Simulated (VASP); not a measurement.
# LiF (Griceite) (Fm-3m) in VASP: a series of runs

One crystal, LiF (Griceite), is run at these levels: r2SCAN, PBE; tasks: relaxation of the atoms, relaxation of cell and atoms.

Program: VASP 6.6.1. These are calculated values, not measurements. Logs are shortened: lines on timing, memory, paths and dates and some standing lists are left out, and cuts for length are marked.

## Step 1: The structure

The structure is cubic, space group Fm-3m (No. 225). Conventional cell: a = 4.028 Å, b = 4.028 Å, c = 4.028 Å, α = 90.00°, β = 90.00°, γ = 90.00°. Li (site symmetry m-3m) has 6 F at 2.01 Å as nearest neighbours. F (site symmetry m-3m) has 6 Li at 2.01 Å as nearest neighbours.

## Step 2: Relaxation of the atoms, r2SCAN (a relaxed cell with its volume scaled by 1.02)

The input, INCAR:

```
SYSTEM = LiF
  PREC = Accurate
  ENCUT = 600
  EDIFF = 1E-7
  ISMEAR = 0
  SIGMA = 0.03
  LREAL = .False.
  LASPH = .True.
  NELM = 80
  ALGO = Normal
  ISIF = 2
  LWAVE = .False.
  LCHARG = .False.
  METAGGA = R2SCAN
  LMIXTAU = .True.
  IBRION = 2
  NSW = 40
  EDIFFG = -0.01
```

The input, KPOINTS:

```
Automatic mesh
0
Gamma
  12 12 12
  0 0 0
```

The input, POSCAR:

```
LiF                                     
1.0
    0.0000000000      1.9998775820      1.9998775820
    1.9998775820      0.0000000000      1.9998775820
    1.9998775820      1.9998775820      0.0000000000
  Li              F             
     1     1
Direct
     0.0000000000000000    0.0000000000000000    0.0000000000000000
     0.5000000000000000    0.5000000000000000    0.5000000000000000
```

Potentials or basis: VASP PAW PBE potentials, release 64 (Li_sv, F).

Started as:

```
$ cat potpaw_PBE.64/Li_sv/POTCAR potpaw_PBE.64/F/POTCAR > POTCAR
$ mpirun -np 1 vasp_std > vasp.out
```

OUTCAR:

```text
SYSTEM = LiF
   PREC = Accurate
   ENCUT = 600
   EDIFF = 1E-7
   ISMEAR = 0
   LREAL = .False.
   LASPH = .True.
   NELM = 80
   ISIF = 2
   METAGGA = R2SCAN
   IBRION = 2
   NSW = 40
   EDIFFG = -0.01

 ion  position               nearest neighbor table
   1  0.000  0.000  0.000-   2 2.00   2 2.00   2 2.00   2 2.00   2 2.00   2 2.00
   2  0.500  0.500  0.500-   1 2.00   1 2.00   1 2.00   1 2.00   1 2.00   1 2.00

  LATTYP: Found a face centered cubic cell.
 ALAT       =     3.9997551640

  Lattice vectors:

 A1 = (   0.0000000000,   1.9998775820,   1.9998775820)
 A2 = (   1.9998775820,   0.0000000000,   1.9998775820)
 A3 = (   1.9998775820,   1.9998775820,   0.0000000000)

Analysis of symmetry for initial positions (statically):
=====================================================================
 Subroutine PRICEL returns:
 Original cell was already a primitive cell.

 Routine SETGRP: Setting up the symmetry group for a
 face centered cubic supercell.

 Subroutine GETGRP returns: Found 48 space group operations
 (whereof 48 operations were pure point group operations)
 out of a pool of 48 trial point group operations.

The static configuration has the point symmetry O_h .

Analysis of symmetry for dynamics (positions and initial velocities):
=====================================================================
 Subroutine PRICEL returns:
 Original cell was already a primitive cell.

 Routine SETGRP: Setting up the symmetry group for a
 face centered cubic supercell.

 Subroutine GETGRP returns: Found 48 space group operations
 (whereof 48 operations were pure point group operations)
 out of a pool of 48 trial point group operations.

The dynamic configuration has the point symmetry O_h .

 Subroutine INISYM returns: Found 48 space group operations
 (whereof 48 operations are pure point group operations),
 and found     1 'primitive' translations

----------------------------------------------------------------------------------------

                                     Primitive cell

  volume of cell :      15.9971

  direct lattice vectors                    reciprocal lattice vectors
     0.000000000  1.999877582  1.999877582    -0.250015303  0.250015303  0.250015303
     1.999877582  0.000000000  1.999877582     0.250015303 -0.250015303  0.250015303
     1.999877582  1.999877582  0.000000000     0.250015303  0.250015303 -0.250015303

  length of vectors
     2.828254000  2.828254000  2.828254000     0.433039208  0.433039208  0.433039208

  position of ions in fractional coordinates (direct lattice)
     0.000000000  0.000000000  0.000000000
     0.500000000  0.500000000  0.500000000

  ion indices of the primitive-cell ions
   primitive index   ion index
                 1           1
                 2           2

----------------------------------------------------------------------------------------

 KPOINTS: Automatic mesh

Automatic generation of k-mesh.
 Grid dimensions read from file:
 generate k-points for:   12   12   12

 Generating k-lattice:

  Cartesian coordinates                     Fractional coordinates (reciprocal lattice)
    -0.020834609  0.020834609  0.020834609     0.083333333  0.000000000  0.000000000
     0.020834609 -0.020834609  0.020834609     0.000000000  0.083333333  0.000000000
     0.020834609  0.020834609 -0.020834609     0.000000000  0.000000000  0.083333333

  Length of vectors
     0.036086601  0.036086601  0.036086601

  Shift w.r.t. Gamma in fractional coordinates (k-lattice)
     0.000000000  0.000000000  0.000000000

 Subroutine IBZKPT returns following result:
 ===========================================

 Found     72 irreducible k-points:

 Following reciprocal coordinates:
            Coordinates               Weight
  0.000000  0.000000  0.000000      1.000000
  0.083333  0.000000  0.000000      8.000000
  0.166667  0.000000  0.000000      8.000000
  0.250000  0.000000  0.000000      8.000000
  0.333333  0.000000  0.000000      8.000000
  0.416667  0.000000  0.000000      8.000000
[... 16 lines left out ...]
  0.500000  0.166667  0.000000     24.000000
 -0.416667  0.166667  0.000000     24.000000
 [... further k-points ...]
   k-points           NKPTS =     72   k-points in BZ     NKDIM =     72   number of bands    NBANDS=      9
   number of dos      NEDOS =    301   number of ions     NIONS =      2
   total plane-waves  NPLWV =  13824
   dimension x,y,z NGX =    24 NGY =   24 NGZ =   24
   dimension x,y,z NGXF=    48 NGYF=   48 NGZF=   48
   ions per type =               1   1
   NGX,Y,Z   is equivalent  to a cutoff of  14.11, 14.11, 14.11 a.u.
   NGXF,Y,Z  is equivalent  to a cutoff of  28.21, 28.21, 28.21 a.u.
 SYSTEM =  LiF
   PREC   = accura    normal or accurate (medium, high low for compatibility)
   ISTART =      0    job   : 0-new  1-cont  2-samecut
   ICHARG =      2    charge: 1-file 2-atom 10-const
   ISPIN  =      1    spin polarized calculation?
   LNONCOLLINEAR =      F non collinear calculations
   LSORBIT =      F    spin-orbit coupling
   LASPH  =      T    aspherical Exc in radial PAW
   ENCUT  =  600.0 eV  44.10 Ry    6.64 a.u.   5.65  5.65  5.65*2*pi/ulx,y,z
   NELM   =     80;   NELMIN=  2; NELMDL= -5     # of ELM steps
   EDIFF  = 0.1E-06   stopping-criterion for ELM
   LREAL  =      F    real-space projection
   EDIFFG = -.1E-01   stopping-criterion for IOM
   NSW    =     40    number of steps for IOM
   IBRION =      2    ionic relax: 0-MD 1-quasi-New 2-CG
   NFREE  =      1    steps in history (QN), initial steepest desc. (CG)
   ISIF   =      2    stress and relaxation
   ISYM   =      2    0-nonsym 1-usesym 2-fastsym
   POTIM  = 0.5000    time-step for ionic-motion
   TEBEG  =    0.0;   TEEND  =   0.0 temperature during run
   PSTRESS=    0.0 pullay stress
   NELECT =      10.0000    total number of electrons
   NUPDOWN=      -1.0000    fix difference up-down
   EMIN   =  10.00;   EMAX   =-10.00  energy-range for DOS
   EFERMI =   0.00;   METHOD = LEGACY
   ISMEAR =     0;   SIGMA  =   0.03  broadening in eV -4-tet -1-fermi 0-gaus
   EFERMI_NEDOS =   21; number of points for ismear=-14 and -15
   IALGO  =     38    algorithm
   IMIX   =      4    mixing-type and parameters
     AMIX     =   0.40;   BMIX     =  1.00
     AMIX_MAG =   1.60;   BMIX_MAG =  1.00
  volume/ion in A,a.u.               =       8.00        53.98
  Fermi-wavevector in a.u.,A,eV,Ry     =   1.399785  2.645211 26.659239  1.959399
  Thomas-Fermi vector in A             =   2.522810
   LORBIT       =      0    0 simple, 1 ext, 2 COOP (PROOUT), +10 PAW based schemes
   METAGGA = R2SCAN    functional components
   LHFCALC =     F    Hartree Fock is set to
   AEXX    =    0.0000 exact exchange contribution
   IVDW    =     0    specifies the selected vdW correction
   LEPSILON=     F    determine dielectric tensor
   LRPA    =     F    only Hartree local field effects (RPA)
 conjugate gradient relaxation of ions
 non-spin polarized calculation
 Gauss-broadening in eV      SIGMA  =   0.03
  energy-cutoff  :      600.00
  volume of cell :       16.00
 maximum number of plane-waves:       547
   NGX = 11   NGY = 11   NGZ = 11

 number of electron      10.0000000 magnetization

 number of electron       9.9999995 magnetization

 Free energy of the ion-electron system (eV)
  ---------------------------------------------------
  ext. energy  EPLUGINS =         0.00000000
  ---------------------------------------------------
  free energy    TOTEN  =       -11.90749459 eV

  energy without entropy =      -11.90749459  energy(sigma->0) =      -11.90749459

 E-fermi :  -1.2022     XC(G=0): -10.6547

 val. band max:       -1.5152629720   @ k =   0.0000   0.0000   0.0000
 cond. band min:       8.9653726375   @ k =   0.0000   0.0000   0.0000
 fundamental gap:     10.4806356095
 Fermi energy:        -1.2021531203

 k-point     1 :       0.0000    0.0000    0.0000
  band No.  band energies     occupation
      1     -43.5363      2.00000
      2     -22.6691      2.00000
      3      -1.5153      2.00000
      4      -1.5153      2.00000
      5      -1.5153      2.00000
      6       8.9654      0.00000
      7      24.1848      0.00000
      8      24.1848      0.00000
      9      24.1848      0.00000

 k-point     2 :       0.0833    0.0000    0.0000
  band No.  band energies     occupation
      1     -43.5322      2.00000
      2     -22.6423      2.00000
      3      -1.7172      2.00000
      4      -1.5329      2.00000
      5      -1.5329      2.00000
      6       9.1653      0.00000
      7      21.8486      0.00000
      8      23.3642      0.00000
      9      23.3647      0.00000

 k-point     3 :       0.1667    0.0000    0.0000
  band No.  band energies     occupation
      1     -43.5208      2.00000
      2     -22.5677      2.00000
      3      -2.2380      2.00000
      4      -1.5803      2.00000
      5      -1.5803      2.00000
      6       9.6506      0.00000
      7      19.5269      0.00000
      8      22.0801      0.00000
      9      22.0807      0.00000

 k-point     4 :       0.2500    0.0000    0.0000
  band No.  band energies     occupation
      1     -43.5052      2.00000
      2     -22.4628      2.00000
      3      -2.8913      2.00000
      4      -1.6436      2.00000
      5      -1.6436      2.00000
      6      10.1538      0.00000
      7      17.9253      0.00000
      8      20.8584      0.00000
      9      20.8590      0.00000
[... 205 lines left out ...]
 k-point    22 :       0.4167    0.1667    0.0000
  band No.  band energies     occupation
      1     -43.4780      2.00000
      2     -22.2359      2.00000
      3      -3.6760      2.00000
      4      -2.1903      2.00000
      5      -2.0050      2.00000
      6      11.5454      0.00000
      7      16.3918      0.00000
      8      19.5178      0.00000
      9      19.9165      0.00000

 k-point    23 :       0.5000    0.1667    0.0000
  band No.  band energies     occupation
      1     -43.4701      2.00000
      2     -22.1745      2.00000
      3      -3.9288      2.00000
      4      -2.3590      2.00000
      5      -1.9732      2.00000
      6      11.6088      0.00000
      7      16.1123      0.00000
      8      19.3746      0.00000
      9      19.5190      0.00000

 k-point    24 :      -0.4167    0.1667    0.0000
  band No.  band energies     occupation
      1     -43.4689      2.00000
      2     -22.1687      2.00000
      3      -3.9304      2.00000
      4      -2.4713      2.00000
      5      -1.8899      2.00000
      6      11.5698      0.00000
      7      15.9905      0.00000
      8      19.3899      0.00000
      9      19.4900      0.00000

 [... further k-points ...]
[... 5 lines left out ...]
  --------------------------------------------------------------------------------------
  -------------------------------------------------------------------------------------
  Total       -0.1688332     -0.1688332     -0.1688332     -0.0000000     -0.0000000      0.0000000
  in kB      -16.9094015    -16.9094015    -16.9094015     -0.0000000     -0.0000000      0.0000000
  external PRESSURE =     -16.9094015 kB  Pullay stress =       0.0000000 kB

 VOLUME and BASIS-vectors are now :
 -----------------------------------------------------------------------------
  energy-cutoff  :      600.00
  volume of cell :       16.00
      direct lattice vectors                 reciprocal lattice vectors
     0.000000000  1.999877582  1.999877582    -0.250015303  0.250015303  0.250015303
     1.999877582  0.000000000  1.999877582     0.250015303 -0.250015303  0.250015303
     1.999877582  1.999877582  0.000000000     0.250015303  0.250015303 -0.250015303

 POSITION                                       TOTAL-FORCE (eV/Angst)
 -----------------------------------------------------------------------------------
      0.00000      0.00000      0.00000         0.000000     -0.000000     -0.000000
      1.99988      1.99988      1.99988         0.000000      0.000000      0.000000
 -----------------------------------------------------------------------------------
    total drift:                               -0.000000     -0.000000      0.000000

  FREE ENERGIE OF THE ION-ELECTRON SYSTEM (eV)
  ---------------------------------------------------
  free  energy   TOTEN  =       -11.9074945893 eV

  energy  without entropy=      -11.9074945893  energy(sigma->0) =      -11.90749459

 reached required accuracy - stopping structural energy minimisation
```

Run time: 63 s. Hardware: 1 thread of AMD EPYC 7R13 (Zen 3), shared host; peak memory 0.11 GiB.

Results:

- Free energy: -11.9075 eV
- Pressure after relaxing: -1.7 GPa
- Band gap on the k mesh: 10.48 eV, direct

Final structure:
```
Li F
1.0
     0.00000    1.99988    1.99988
     1.99988    0.00000    1.99988
     1.99988    1.99988    0.00000
Li F
1 1
Direct
  0.00000 0.00000 0.00000
  0.50000 0.50000 0.50000
```

Caveat: the cutoff is under 1.25 times the usual one of these potentials, so pressure, stress and relaxed cells hold a basis-set (Pulay) error; the relaxation stopped at its first step, so nothing moved; the PAW data sets were made with another functional, which shifts forces and pressure a little.

## Step 3: Relaxation of the atoms, r2SCAN (a relaxed cell with its volume scaled by 1.04)

INCAR is that of step 2.

KPOINTS is that of step 2.

The input, POSCAR:

```
LiF                                     
1.0
    0.0000000000      2.0128641639      2.0128641639
    2.0128641639      0.0000000000      2.0128641639
    2.0128641639      2.0128641639      0.0000000000
  Li              F             
     1     1
Direct
     0.0000000000000000    0.0000000000000000    0.0000000000000000
     0.5000000000000000    0.5000000000000000    0.5000000000000000
```

Potentials or basis: VASP PAW PBE potentials, release 64 (Li_sv, F).

Started as:

```
$ cat potpaw_PBE.64/Li_sv/POTCAR potpaw_PBE.64/F/POTCAR > POTCAR
$ mpirun -np 1 vasp_std > vasp.out
```

Run time: 65 s. Hardware: 1 thread of AMD EPYC 7R13 (Zen 3), shared host; peak memory 0.11 GiB.

It converged, with:

```yaml
Free_energy: -11.9042 eV
Pressure_after_relaxing: -3.1 GPa
Band_gap_on_the_k_mesh: 10.29 eV, direct
```

Final structure:
```cif
data_structure
_symmetry_space_group_name_H-M 'P 1'
_symmetry_Int_Tables_number 1
_cell_length_a 2.8466
_cell_length_b 2.8466
_cell_length_c 2.8466
_cell_angle_alpha 60.000
_cell_angle_beta 60.000
_cell_angle_gamma 60.000
_cell_volume 16.31
loop_
_atom_site_label
_atom_site_type_symbol
_atom_site_fract_x
_atom_site_fract_y
_atom_site_fract_z
_atom_site_occupancy
Li1 Li 0.00000 0.00000 0.00000 1
F1 F 0.50000 0.50000 0.50000 1
```

Levels at points of the mesh, in eV from the valence-band top:
```csv
k point,band 2,band 3,band 4,band 5,band 6,band 7,band 8,band 9
"(0.00, 0.00, 0.00)",-21.10,0.00,0.00,0.00,10.29,25.50,25.50,25.50
"(0.50, 0.00, 0.00)",-20.69,-2.49,-0.24,-0.24,11.84,18.16,20.45,20.45
"(0.50, 0.50, 0.00)",-20.43,-3.01,-1.01,-1.01,16.07,17.46,19.14,21.94
```

Caveat: the cutoff is under 1.25 times the usual one of these potentials, so pressure, stress and relaxed cells hold a basis-set (Pulay) error; the relaxation stopped at its first step, so nothing moved; the PAW data sets were made with another functional, which shifts forces and pressure a little.

## Step 4: Relaxation of the atoms, r2SCAN (a relaxed cell with its volume scaled by 1.06)

INCAR is that of step 3.

KPOINTS is that of step 3.

The input, POSCAR:

```
LiF                                     
1.0
    0.0000000000      2.0256853005      2.0256853005
    2.0256853005      0.0000000000      2.0256853005
    2.0256853005      2.0256853005      0.0000000000
  Li              F             
     1     1
Direct
     0.0000000000000000    0.0000000000000000    0.0000000000000000
     0.5000000000000000    0.5000000000000000    0.5000000000000000
```

Started as:

```
$ cat potpaw_PBE.64/Li_sv/POTCAR potpaw_PBE.64/F/POTCAR > POTCAR
$ mpirun -np 1 vasp_std > vasp.out
```

Run time: 72 s. Hardware: 1 thread of AMD EPYC 7R13 (Zen 3), shared host; peak memory 0.11 GiB.

It converged, with:

* Free energy: -11.8984 eV
* Pressure after relaxing: -4.2 GPa
* Band gap on the k mesh: 10.10 eV, direct

Final structure:
```yaml
crystal:
  lattice:
    - [0.00000, 2.02569, 2.02569]
    - [2.02569, 0.00000, 2.02569]
    - [2.02569, 2.02569, 0.00000]
  atoms:
    - { symbol: Li, position: [0.00000, 0.00000, 0.00000] }
    - { symbol: F, position: [0.50000, 0.50000, 0.50000] }
```

Levels at points of the mesh, in eV from the valence-band top:
```csv
k point,band 1,band 2,band 3,band 4,band 5,band 6,band 7,band 8,band 9
"(0.00, 0.00, 0.00)",-42.09,-21.05,0.00,0.00,0.00,10.10,25.31,25.31,25.31
"(0.50, 0.00, 0.00)",-42.04,-20.65,-2.44,-0.24,-0.24,11.73,17.91,20.28,20.28
"(0.50, 0.50, 0.00)",-42.03,-20.40,-2.93,-0.98,-0.98,15.88,17.36,18.88,21.69
```

Caveat: the cutoff is under 1.25 times the usual one of these potentials, so pressure, stress and relaxed cells hold a basis-set (Pulay) error; the relaxation stopped at its first step, so nothing moved; the PAW data sets were made with another functional, which shifts forces and pressure a little. A k mesh can miss the band edges.

## Step 5: Relaxation of cell and atoms, PBE

The input, INCAR:

```
PREC = Accurate ; ENCUT = 600
EDIFF = 1E-6 ; ISMEAR = 0
SIGMA = 0.03 ; LREAL = F
LASPH = T ; NELM = 80
ALGO = Normal ; ISIF = 3
LWAVE = F ; LCHARG = F
GGA = PE ; IBRION = 2
NSW = 90 ; EDIFFG = -0.01
```

The input, KPOINTS:

```
Automatic mesh
0
Gamma
  12 12 12
```

The input, POSCAR:

```
LiF
1.0
    0.0000000000      2.0140000000      2.0140000000
    2.0140000000      0.0000000000      2.0140000000
    2.0140000000      2.0140000000      0.0000000000
Li F
1 1
Direct
    0.0000000000      0.0000000000      0.0000000000
    0.5000000000      0.5000000000      0.5000000000
```

Started as:

```
$ cat potpaw_PBE.64/Li_sv/POTCAR potpaw_PBE.64/F/POTCAR > POTCAR
$ mpirun -np 1 vasp_std > vasp.out
```

Run time: 12 s. Hardware: 1 thread of Intel Xeon Platinum 8559C (Emerald Rapids), shared host; peak memory 0.13 GiB.

The run converged. Its results:

```yaml
Free_energy: -9.6413 eV
Relaxed_volume: 8.31 Å³/atom
Relaxed_cell: a = 2.864 Å, b = 2.864 Å, c = 2.864 Å, α = 60.00°, β = 60.00°, γ = 60.00°
Space_group_after_relaxing_to_0.05_Å: Fm-3m (No. 225)
Energy_gained_by_relaxing: 0.7 meV/atom
Ionic_steps: 3
Pressure_after_relaxing: 0.2 GPa
Band_gap_on_the_k_mesh: 8.94 eV, direct
```

Step by step:
```
step  energy change (eV)  largest force (eV/Å)  pressure (GPa)  volume (Å³)
   1              0.0000                0.0000            1.33        16.34
   2             -0.0010                0.0000            0.65        16.50
   3             -0.0013                0.0000            0.18        16.62
```

Final structure:
```xyz
2
Lattice="0.0000 2.0254 2.0254 2.0254 0.0000 2.0254 2.0254 2.0254 0.0000" Properties=species:S:1:pos:R:3 pbc="T T T"
Li    0.0000    0.0000    0.0000
F     2.0254    2.0254    2.0254
```

Levels at points of the mesh, in eV from the valence-band top:
```tsv
k point	band 1	band 2	band 3	band 4	band 5	band 6	band 7	band 8	band 9
(0.00, 0.00, 0.00)	-40.95	-19.93	0.00	0.00	0.00	8.94	23.74	23.74	23.74
(0.50, 0.00, 0.00)	-40.90	-19.51	-2.47	-0.22	-0.22	10.68	16.53	18.76	18.76
(0.50, 0.50, 0.00)	-40.89	-19.25	-2.93	-0.97	-0.97	14.65	16.39	17.24	20.04
```

Caveat: the cutoff is under 1.25 times the usual one of these potentials, so pressure, stress and relaxed cells hold a basis-set (Pulay) error. A k mesh can miss the band edges.

(Part 1 of 2 ends here.)
